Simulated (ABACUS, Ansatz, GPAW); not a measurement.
## Programs and potentials compared: the bulk modulus of 10 crystals

The same calculation (PBE, Γ-centred k mesh with a spacing near 0.25 Å⁻¹, Fermi-Dirac smearing of 0.05 eV, no spin-orbit coupling) was run on each cell with:

- A: ABACUS, PseudoDojo NC SR 0.4.1 PBE standard, cutoffs 599 to 1143 eV
- B: GPAW, GPAW PAW data sets (gpaw-data 1.2.1), cutoffs 600 to 800 eV
- C: Ansatz, Ansatz PAW (earlier soft set), cutoff 420 eV

Moduli come from Birch-Murnaghan fits over scaled cells with fixed shape and fractions, which off cubic symmetry can lie above the relaxed values. Not every cell is the stable form of its formula. Spin polarisation and spin-orbit coupling are off unless named.

| crystal | A (GPa) | B (GPa) | C (GPa) |
| --- | --- | --- | --- |
| Sn (I4_1/amd, 2 atoms) | 47.95 | 48.22 | 47.84 |
| P (Cmce, 4 atoms) | 68.99 | 69.14 | 69.24 |
| ZrS2 (P-3m1, 3 atoms) | 87.53 | 87.86 | 87.58 |
| MoTe2 (P6_3/mmc, 6 atoms) | 93.13 | 93.23 | 93.26 |
| CaO (Fm-3m) | 105.48 | 104.50 | 105.30 |
| BAs (F-43m) | 131.25 | 132.28 | 131.35 |
| MoS2 (R3m, 3 atoms) | 141.14 | 140.33 | 141.24 |
| KTaO3 (Pm-3m) | 187.89 | 187.60 | 188.55 |
| TiC (Fm-3m) | 250.88 | 250.75 | 250.33 |
| BN (P6_3mc, 4 atoms) | 371.43 | 372.97 | 370.97 |

Against the median of the set-ups for each crystal, the mean absolute deviation is A 0.07, B 0.35, C 0.11 %. The largest single deviation is -0.76 %, for CaO in B. The figures use the values as printed. A median is no reference: set-ups on one family of potentials pull it their way. The functional is the same throughout, so these differences measure potentials, basis sets and numerical settings.

All three set-ups rank the ten crystals identically, from metallic tin to wurtzite BN, and the differences between them are far too small to affect the chemical trends. B's deviations change sign, from softer CaO to stiffer BAs, so it has no uniform bias towards stiffness.

The range mainly reflects the density and strength of the bonds being compressed. BN far exceeds BAs because nitrogen's compact 2p shell, with no p core beneath it, forms shorter and stronger bonds to boron than arsenic does. In TiC, Ti d–C p covalency adds to the stiffness of a dense lattice.

The values for MoS2, MoTe2, ZrS2 and layered phosphorus are well above the soft hydrostatic response known for such materials. Uniform scaling probably causes this by forcing the strong intralayer bonds to shorten along with the gaps, whereas real crystals yield mostly between the layers. The close agreement for these crystals therefore doesn't show that the set-ups would agree on interlayer compressibility.
